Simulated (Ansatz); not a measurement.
# CaSe: the cell at several levels of theory

An exercise on one series of results from a longer session: the logs are not shown, and one member is left open.

The runs shown are made with Ansatz 0.2.0. PAW datasets, plane waves, zero pressure. These are computed values for a spin-unpolarised cell that may be hypothetical; none is a measurement.

### The system as given

Space group P6_3/mmc (No. 194), hexagonal; a = 4.255 Å, c = 6.936 Å in the conventional setting, 27.19 Å³ an atom. Near Ca stand 6 Se at 3.01 Å; near Se stand 6 Ca at 3.01 Å.

The structure in full:

```
Ca Se
1.0
     4.25529    0.00000    0.00000
    -2.12764    3.68519    0.00000
     0.00000    0.00000    6.93612
Ca Se
2 2
Cartesian
  0.0000 0.0000 0.0000
  0.0000 0.0000 3.4681
  0.0000 2.4568 1.7340
  2.1276 1.2284 5.2021
```

Set-up of the first run:

Input file input.yaml:

```yaml
crystal:
  lattice:
    - [4.25528835, 0.0, 0.0]
    - [-2.127644175, 3.6851878115, 0.0]
    - [0.0, 0.0, 6.9361200105]
  atoms:
    - { symbol: Ca, position: [0.0, 0.0, 0.0] }
    - { symbol: Ca, position: [0.0, 0.0, 0.5] }
    - { symbol: Se, position: [0.3333333333, 0.6666666667, 0.25] }
    - { symbol: Se, position: [0.6666666667, 0.3333333333, 0.75] }
kpoints:
  mp_grid: { grid: [6, 6, 4] }
hamiltonian:
  xc: pbe
scf:
  occupations: { method: fermi_dirac, width: 0.02 }
relax:
  f_tol: 0.005
  cell: {}
```

Run with:

```bash
$ ansatz run input.yaml --threads 2 --pin off --max-ram 2211MiB --backend cpu --events-out ev --progress --plain --runs-dir out
```

Steps of the session up to this table: Relaxing with PBE; r2SCAN: cell and atoms; Relaxing with PBEsol; Relaxation with LDA.

One table of the session follows, with a row left open; its other results are not shown here.

It belongs to the step «The cells side by side». 

| level | a (Å) | c (Å) | volume (Å³/atom) |
| --- | --- | --- | --- |
| PBE | 4.150 | 7.199 | 26.841 |
| r2SCAN | ? | ? | ? |
| PBEsol | 4.083 | 7.104 | 25.645 |
| LDA | 4.031 | 7.010 | 24.666 |

Estimate the missing values for r2SCAN.

The run gave: a (Å): 4.132; c (Å): 7.163; volume (Å³/atom): 26.472. In the column «a (Å)» it lies between PBEsol (4.083) and PBE (4.150).

From the start to the first minimum the volume moved by -1.3 %. LDA gives the smallest cell and PBE the largest; they differ by 8.8 % in volume, a mean of 2.9 % in length.
